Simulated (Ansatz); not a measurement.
**Molecular dynamics of Al2O3**

Input file:

```yaml
crystal:
  lattice:
    - [-2.375243, -1.371347, 8.646856]
    - [2.375243, -1.371347, 8.646856]
    - [0.0, 2.742694, 8.646856]
  atoms:
    - { symbol: Al, position: [0.3225, 0.3225, 0.3225] }
    - { symbol: Al, position: [0.4275, 0.4275, 0.4275] }
    - { symbol: Al, position: [0.1775, 0.1775, 0.1775] }
    - { symbol: Al, position: [0.0725, 0.0725, 0.0725] }
    - { symbol: O, position: [0.875, 0.572, 0.178] }
    - { symbol: O, position: [0.572, 0.178, 0.875] }
    - { symbol: O, position: [0.178, 0.875, 0.572] }
    - { symbol: O, position: [0.625, 0.928, 0.322] }
    - { symbol: O, position: [0.928, 0.322, 0.625] }
    - { symbol: O, position: [0.322, 0.625, 0.928] }
    - { symbol: Al, position: [0.8225, 0.8225, 0.8225] }
    - { symbol: Al, position: [0.9275, 0.9275, 0.9275] }
    - { symbol: Al, position: [0.6775, 0.6775, 0.6775] }
    - { symbol: Al, position: [0.5725, 0.5725, 0.5725] }
    - { symbol: O, position: [0.375, 0.072, 0.678] }
    - { symbol: O, position: [0.072, 0.678, 0.375] }
    - { symbol: O, position: [0.678, 0.375, 0.072] }
    - { symbol: O, position: [0.125, 0.428, 0.822] }
    - { symbol: O, position: [0.428, 0.822, 0.125] }
    - { symbol: O, position: [0.822, 0.125, 0.428] }
basis:
  ecutwfc: 420.0
kpoints:
  mp_grid: { grid: [3, 3, 3] }
hamiltonian:
  xc: pbe
  dispersion: d3bj
  pseudopotentials: { kind: paw, azcp: { folder: soft_1 } }
scf:
  occupations: { method: fermi_dirac, width: 0.3 }
  lower_state_search: "off"
md:
  timestep: 1.12
  n_steps: 200
  ensemble: nvt_langevin
  temperature: 3500.0
  initial_velocities: maxwell_boltzmann
  seed: 553464
  friction: 0.02
```

Command:

```bash
$ ansatz run input.yaml --threads 2 --pin off --max-ram 5120MiB --backend cpu --events-out ev --progress --plain --runs-dir out
```

It starts from an unrelaxed structure (largest force component 0.59 eV/Å).

Output, in part (step lines):

```
md step     0: t =     0.00 fs  T =  3325.0 K  F+E_penalty+E_count = -11143.78963633 eV  E_kin = 8.595790 eV  (9 SCF iters)
md step     1: t =     1.12 fs  T =  3352.3 K  F+E_penalty+E_count = -11143.68312834 eV  E_kin = 8.666344 eV  (7 SCF iters)
md step     2: t =     2.24 fs  T =  3451.9 K  F+E_penalty+E_count = -11143.35295641 eV  E_kin = 8.923762 eV  (8 SCF iters)
md step     3: t =     3.36 fs  T =  3273.9 K  F+E_penalty+E_count = -11142.82872674 eV  E_kin = 8.463769 eV  (8 SCF iters)
md step     4: t =     4.48 fs  T =  2965.5 K  F+E_penalty+E_count = -11142.15627458 eV  E_kin = 7.666377 eV  (8 SCF iters)
md step     5: t =     5.60 fs  T =  2717.3 K  F+E_penalty+E_count = -11141.34932144 eV  E_kin = 7.024718 eV  (6 SCF iters)
md step     6: t =     6.72 fs  T =  2476.5 K  F+E_penalty+E_count = -11140.44049239 eV  E_kin = 6.402121 eV  (7 SCF iters)
md step     7: t =     7.84 fs  T =  2343.6 K  F+E_penalty+E_count = -11139.50044274 eV  E_kin = 6.058729 eV  (6 SCF iters)
[... lines left out ...]
md step   200: t =   224.00 fs  T =  3560.3 K  F+E_penalty+E_count = -11137.09975293 eV  E_kin = 9.204088 eV  (8 SCF iters)
```

The steps, from the saved trajectory:

| time (fs) | T (K) | potential energy less start (eV) |
| --- | --- | --- |
| 0.0 | 3325 | 0.000 |
| 6.7 | 2476 | 3.349 |
| 13.4 | 2220 | 8.106 |
| 20.2 | 2455 | 8.083 |
| 26.9 | 2896 | 6.923 |
| 33.6 | 2525 | 6.945 |
| 40.3 | 3399 | 6.054 |
| 47.0 | 3027 | 6.646 |
| 53.8 | 3183 | 6.693 |
| 60.5 | 2193 | 7.873 |
| 67.2 | 2888 | 6.438 |
| 73.9 | 3172 | 4.819 |
| 80.6 | 2894 | 4.833 |
| 87.4 | 2591 | 6.214 |
| 94.1 | 2935 | 6.009 |
| 100.8 | 2782 | 6.426 |
| 107.5 | 2665 | 6.974 |
| 114.2 | 3041 | 5.943 |
| 121.0 | 2698 | 6.119 |
| 127.7 | 3206 | 6.125 |
| 134.4 | 2263 | 7.307 |
| 141.1 | 2873 | 5.273 |
| 147.8 | 4279 | 4.063 |
| 154.6 | 3581 | 7.350 |
| 161.3 | 3002 | 9.655 |
| 168.0 | 3907 | 8.218 |
| 174.7 | 3153 | 8.051 |
| 181.4 | 3348 | 7.793 |
| 188.2 | 3959 | 6.555 |
| 194.9 | 3292 | 8.603 |
| 201.6 | 3465 | 9.678 |
| 208.3 | 3553 | 9.149 |
| 215.0 | 4029 | 7.959 |
| 221.8 | 3326 | 7.468 |

The run went to its last step. A run of 0.22 ps of so small a system gives no equilibrium averages.

Mean squared displacements from the first frame to the last, about the centre of mass: Al 0.04 Å², O 0.05 Å².

Last frame:

```xyz
20
Lattice="-2.3752 -1.3713 8.6469 2.3752 -1.3713 8.6469 0.0000 2.7427 8.6469" Properties=species:S:1:pos:R:3
Al 0.063 -1.291 9.007
Al 0.042 -1.228 11.857
Al -0.115 -1.165 4.840
Al 0.076 -1.329 2.184
O -0.665 -3.027 14.479
O -0.886 -0.054 14.342
O 1.754 -1.237 14.795
O 0.623 -2.446 16.802
O -1.527 -0.997 16.956
O 0.714 0.151 16.674
Al 0.086 -1.186 21.734
Al 0.140 -1.300 24.446
Al -0.097 -1.135 18.080
Al 0.073 -1.187 15.386
O -0.845 0.119 10.204
O 1.397 -1.500 10.216
O -0.683 -2.546 10.140
O 0.745 0.360 12.496
O 0.766 -2.605 12.461
O -1.685 -1.249 12.347
```

Time of the run: 6.2 min on 2 threads of AMD EPYC 9R45 96-Core Processor (Zen 5), on a shared host, peak memory 0.68 GiB.
